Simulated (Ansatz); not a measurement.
**LiH: equation of state**

How stiff is LiH, and at what volume does the pressure vanish? The cell is scaled evenly, atoms carried along, and solved with LAPW, PAW and all-electron datasets made for the crystal.

Method: DFT PBE, scalar-relativistic, in Ansatz 0.2.0.

## Step 1: The structure to begin with

It takes space group F-43m (No. 216, cubic). The conventional cell has a = 4.290 Å, b = 4.290 Å, c = 4.290 Å, α = 90.00°, β = 90.00°, γ = 90.00°. Li (site symmetry -43m) has 4 H at 1.86 Å as nearest neighbours. H (site symmetry -43m) has 4 Li at 1.86 Å as nearest neighbours.

Structure file:

```
CELL_PARAMETERS angstrom
0.00000 2.14485 2.14485
2.14485 0.00000 2.14485
2.14485 2.14485 0.00000
ATOMIC_POSITIONS crystal
Li 0.00000 0.00000 0.00000
H 0.25000 0.25000 0.25000
```

The structure (zincblende type) was typed from a prototype and relaxed by PAW; whether it is the ground state wasn't tested.

Atoms are numbered in the order of the input: Li1, H2.

## Step 2: Volume × 0.96, LAPW

Input file input.yaml:

```yaml
crystal:
  lattice:
    - [0.0, 2.1158641528, 2.1158641528]
    - [2.1158641528, 0.0, 2.1158641528]
    - [2.1158641528, 2.1158641528, 0.0]
  atoms:
    - { symbol: Li, position: [0.0, 0.0, 0.0] }
    - { symbol: H, position: [0.25, 0.25, 0.25] }
kpoints:
  mp_grid: { grid: [13, 13, 13] }
scf:
  occupations: { method: fermi_dirac, width: 0.05 }
hamiltonian:
  xc: pbe
  pseudopotentials: { kind: all_electron, lapw: { basis_error: 0.00025 } }
output:
  forces: true
  stress: true
  eigenvalues: true
```

Command:

```sh
$ ansatz run input.yaml --threads 1 --pin off --max-ram 2048MiB --backend cpu --events-out ev --progress --plain --runs-dir out
```

## Step 3: Volume × 0.96, PAW

Edit input.yaml of step 2 so:

```diff
@@ -14,3 +14,3 @@
   xc: pbe
-  pseudopotentials: { kind: all_electron, lapw: { basis_error: 0.00025 } }
+  pseudopotentials: { kind: paw }
 output:
@@ -19 +19,2 @@
   eigenvalues: true
+  efg: { contact_densities: true }
```

## Step 4: Volume × 0.96, crystal datasets

Edit input.yaml of step 3 so:

```diff
@@ -14,3 +14,3 @@
   xc: pbe
-  pseudopotentials: { kind: paw }
+  pseudopotentials: { kind: all_electron, datasets: crystal }
 output:
```

## Step 5: Volume × 0.98, LAPW

Input file input.yaml:

```yaml
crystal:
  lattice:
    - [0.0, 2.1304567805, 2.1304567805]
    - [2.1304567805, 0.0, 2.1304567805]
    - [2.1304567805, 2.1304567805, 0.0]
  atoms:
    - { symbol: Li, position: [0.0, 0.0, 0.0] }
    - { symbol: H, position: [0.25, 0.25, 0.25] }
kpoints:
  mp_grid: { grid: [13, 13, 13] }
scf:
  occupations: { method: fermi_dirac, width: 0.05 }
hamiltonian:
  xc: pbe
  pseudopotentials: { kind: all_electron, lapw: { basis_error: 0.00025 } }
output:
  forces: true
  stress: true
  eigenvalues: true
```

## Step 6: Volume × 0.98, PAW

Edit input.yaml of step 5 so:

```diff
@@ -14,3 +14,3 @@
   xc: pbe
-  pseudopotentials: { kind: all_electron, lapw: { basis_error: 0.00025 } }
+  pseudopotentials: { kind: paw }
 output:
@@ -19 +19,6 @@
   eigenvalues: true
+  efg: { contact_densities: true }
+  write_density: true
+  write_potential: true
+  elf: true
+  volumetric_format: npy
```

## Step 7: Volume × 1.02, LAPW

Input file input.yaml:

```yaml
crystal:
  lattice:
    - [0.0, 2.1590569286, 2.1590569286]
    - [2.1590569286, 0.0, 2.1590569286]
    - [2.1590569286, 2.1590569286, 0.0]
  atoms:
    - { symbol: Li, position: [0.0, 0.0, 0.0] }
    - { symbol: H, position: [0.25, 0.25, 0.25] }
kpoints:
  mp_grid: { grid: [13, 13, 13] }
scf:
  occupations: { method: fermi_dirac, width: 0.05 }
hamiltonian:
  xc: pbe
  pseudopotentials: { kind: all_electron, lapw: { basis_error: 0.00025 } }
output:
  forces: true
  stress: true
  eigenvalues: true
```

## Step 8: Volume × 1.02, PAW

Edit input.yaml of step 7 so:

```diff
@@ -14,3 +14,3 @@
   xc: pbe
-  pseudopotentials: { kind: all_electron, lapw: { basis_error: 0.00025 } }
+  pseudopotentials: { kind: paw }
 output:
@@ -19 +19,2 @@
   eigenvalues: true
+  efg: { contact_densities: true }
```

## Step 9: Volume × 1.04, LAPW

Input file input.yaml:

```yaml
crystal:
  lattice:
    - [0.0, 2.1730771716, 2.1730771716]
    - [2.1730771716, 0.0, 2.1730771716]
    - [2.1730771716, 2.1730771716, 0.0]
  atoms:
    - { symbol: Li, position: [0.0, 0.0, 0.0] }
    - { symbol: H, position: [0.25, 0.25, 0.25] }
kpoints:
  mp_grid: { grid: [13, 13, 13] }
scf:
  occupations: { method: fermi_dirac, width: 0.05 }
hamiltonian:
  xc: pbe
  pseudopotentials: { kind: all_electron, lapw: { basis_error: 0.00025 } }
output:
  forces: true
  stress: true
  eigenvalues: true
```

## Step 10: Volume × 1.04, PAW

Edit input.yaml of step 9 so:

```diff
@@ -14,3 +14,3 @@
   xc: pbe
-  pseudopotentials: { kind: all_electron, lapw: { basis_error: 0.00025 } }
+  pseudopotentials: { kind: paw }
 output:
@@ -19 +19,6 @@
   eigenvalues: true
+  efg: { contact_densities: true }
+  write_density: true
+  write_potential: true
+  elf: true
+  volumetric_format: npy
```

## Step 11: Volume × 1.04, crystal datasets

Edit input.yaml of step 10 so:

```diff
@@ -14,3 +14,3 @@
   xc: pbe
-  pseudopotentials: { kind: paw }
+  pseudopotentials: { kind: all_electron, datasets: crystal }
 output:
@@ -20,5 +20 @@
   efg: { contact_densities: true }
-  write_density: true
-  write_potential: true
-  elf: true
-  volumetric_format: npy
```

(Steps that only read results are left out.)

What does the calculation give? Wanted: equilibrium volume; bulk modulus (for each run or level that gives them).

**Answer**, as computed:

| quantity | value |
| --- | --- |
| equilibrium volume (LAPW) | 9.850 Å³/atom |
| bulk modulus (LAPW) | 27.1 GPa |
| its pressure derivative (LAPW) | 3.3 |
| equilibrium volume (PAW) | 9.850 Å³/atom |
| bulk modulus (PAW) | 27.1 GPa |
| its pressure derivative (PAW) | 3.3 |

**Reading.** A third-order Birch-Murnaghan fit to the LAPW pressures puts zero pressure at 9.85 Å³/atom, -0.2 % from the given cell, with a bulk modulus of 27.1 GPa. PAW's volume lies less than 0.01 % and its modulus +0.3 % from LAPW's. The gap goes from 4.39 eV at the smallest volume to 4.27 eV at the largest, not steadily: it turns in between. No thermal or zero-point expansion is included.

These are semilocal Kohn-Sham gaps, which aren't the measured quantity. Such gaps usually fall short of the measured ones.
